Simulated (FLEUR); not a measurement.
# Zn: band structure with PBE

The system is Zn.

```
Zn
1.0
     2.67000    0.00000    0.00000
    -1.33500    2.31229    0.00000
     0.00000    0.00000    4.96600
Zn
2
Cartesian
  1.3350 0.7708 3.7245
  0.0000 1.5415 1.2415
```

```json
{
  "Program": "FLEUR MaX-R8.1 (later development tree)",
  "Task": "band structure",
  "Functional": "PBE",
  "Potentials or basis": "all-electron",
  "Basis": "FLAPW",
  "Kmax": "4.19 1/bohr",
  "k mesh": "11 × 11 × 6",
  "Occupations": "fermi-dirac, width 0.05 eV",
  "Spin": "no spin polarisation",
  "Gmax": "13 1/bohr",
  "Muffin-tin radii": "Zn 2.34 bohr",
  "lmax": "Zn 9",
  "lnonsphr": "Zn 9",
  "Local orbitals a species": "Zn 6",
  "Max iterations": "60",
  "Mixing factor": "0.05",
  "Mixer": "Anderson",
  "Mixer history": "15",
  "Density convergence": "1e-05 me/bohr^3"
}
```

```yaml
Band_gap_along_the_path: none (metal or under the smearing width)
Valence_electrons_inside_the_program's_atomic_spheres: Zn 18.80 (radii Zn 2.34 bohr)
```

Levels at the corners of the path, in eV from the Fermi level:
| point | band 16 | band 17 | band 18 | band 19 | band 20 | band 21 | band 22 | band 23 | band 24 | band 25 |
| --- | --- | --- | --- | --- | --- | --- | --- | --- | --- | --- |
| Γ | -7.13 | -7.13 | -6.92 | -6.92 | -3.48 | -2.93 | 13.54 | 17.10 | 17.42 | 17.42 |
| M | -6.94 | -6.74 | -6.72 | -2.68 | -2.02 | 2.71 | 3.65 | 4.15 | 5.80 | 10.19 |
| K | -7.10 | -7.02 | -7.02 | 0.15 | 0.15 | 0.29 | 5.06 | 6.15 | 6.15 | 6.30 |
| Γ | -7.13 | -7.13 | -6.92 | -6.92 | -3.48 | -2.93 | 13.54 | 17.10 | 17.42 | 17.42 |
| A | -7.45 | -7.01 | -7.01 | -7.01 | -7.01 | 4.64 | 4.64 | 18.69 | 18.69 | 18.69 |
| L | -6.95 | -6.73 | -6.73 | -1.71 | -1.71 | 0.24 | 0.24 | 10.14 | 10.14 | 11.98 |
| H | -7.30 | -6.93 | -6.93 | 1.08 | 1.08 | 1.94 | 1.94 | 2.24 | 2.24 | 12.02 |
| A | -7.45 | -7.01 | -7.01 | -7.01 | -7.01 | 4.64 | 4.64 | 18.69 | 18.69 | 18.69 |
| L | -6.95 | -6.73 | -6.73 | -1.71 | -1.71 | 0.24 | 0.24 | 10.14 | 10.14 | 11.98 |
| M | -6.94 | -6.74 | -6.72 | -2.68 | -2.02 | 2.71 | 3.65 | 4.15 | 5.80 | 10.19 |
| K | -7.10 | -7.02 | -7.02 | 0.15 | 0.15 | 0.29 | 5.06 | 6.15 | 6.15 | 6.30 |
| H | -7.30 | -6.93 | -6.93 | 1.08 | 1.08 | 1.94 | 1.94 | 2.24 | 2.24 | 12.02 |

Core levels (eV from the Fermi level):
```
atom                                                     levels
1 Zn  1s1/2 -9520.6, 2s1/2 -1155.2, 2p1/2 -1017.0, 2p3/2 -993.1
2 Zn  1s1/2 -9520.6, 2s1/2 -1155.2, 2p1/2 -1017.0, 2p3/2 -993.1
```

Wall time 30 s on 1 thread of Arm Neoverse V2 (shared host), peak memory 0.06 GiB.
